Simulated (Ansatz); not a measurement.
Crystal: SiC (Moissanite).

```
CELL_PARAMETERS angstrom
3.07600 0.00000 0.00000
-1.53800 2.66389 0.00000
0.00000 0.00000 5.04800
ATOMIC_POSITIONS crystal
Si 0.66667 0.33333 0.50000
Si 0.33333 0.66667 0.00000
C 0.66667 0.33333 0.88500
C 0.33333 0.66667 0.38500
```

* Program: Ansatz 0.2.0
* Task: relaxation of cell and atoms
* Functional: CAM-B3LYP
* Potentials or basis: Ansatz PAW
* Cutoff: 420 eV (not typed: the program's choice for these potentials)
* k mesh: 5 × 5 × 3
* Occupations: fermi-dirac, width 0.05 eV
* Spin: no spin polarisation

At the start: volume 10.34 Å³/atom.

Problem. How do energy, volume and symmetry change on relaxing?

Solution. It ends after 5 steps and the volume is 10.28 Å³/atom (-0.6 %); space group P6_3mc (No. 186, to 0.05 Å).

The path:
| step | energy change (eV) | largest force (eV/Å) | volume (Å³) |
| --- | --- | --- | --- |
| 1 | 0.0000 | 0.7898 | 41.36 |
| 2 | -0.0228 | 0.3939 | 41.23 |
| 3 | -0.0385 | 0.0001 | 41.09 |
| 4 | -0.0385 | 0.0008 | 41.12 |
| 5 | -0.0380 | 0.0008 | 41.12 |

Final structure:
```cif
data_structure
_symmetry_space_group_name_H-M 'P 1'
_symmetry_Int_Tables_number 1
_cell_length_a 3.0706
_cell_length_b 3.0706
_cell_length_c 5.0360
_cell_angle_alpha 90.000
_cell_angle_beta 90.000
_cell_angle_gamma 120.000
_cell_volume 41.12
loop_
_atom_site_label
_atom_site_type_symbol
_atom_site_fract_x
_atom_site_fract_y
_atom_site_fract_z
_atom_site_occupancy
Si1 Si 0.66667 0.33333 0.50446 1
Si2 Si 0.33333 0.66667 0.00446 1
C1 C 0.66667 0.33333 0.88054 1
C2 C 0.33333 0.66667 0.38054 1
```

Caveat: the k mesh is coarse (spacing up to 0.47 Å⁻¹), so the values aren't converged, least of all with exact exchange; the plane-wave basis is chosen anew once the cell has moved, so the energies of steps on either side of that aren't comparable; the pressure holds a Pulay correction of +0.3 GPa for the finite cutoff; the PAW data sets come from PBE, with cores solved anew for the run's functional, which leaves a small shift of forces and pressure.
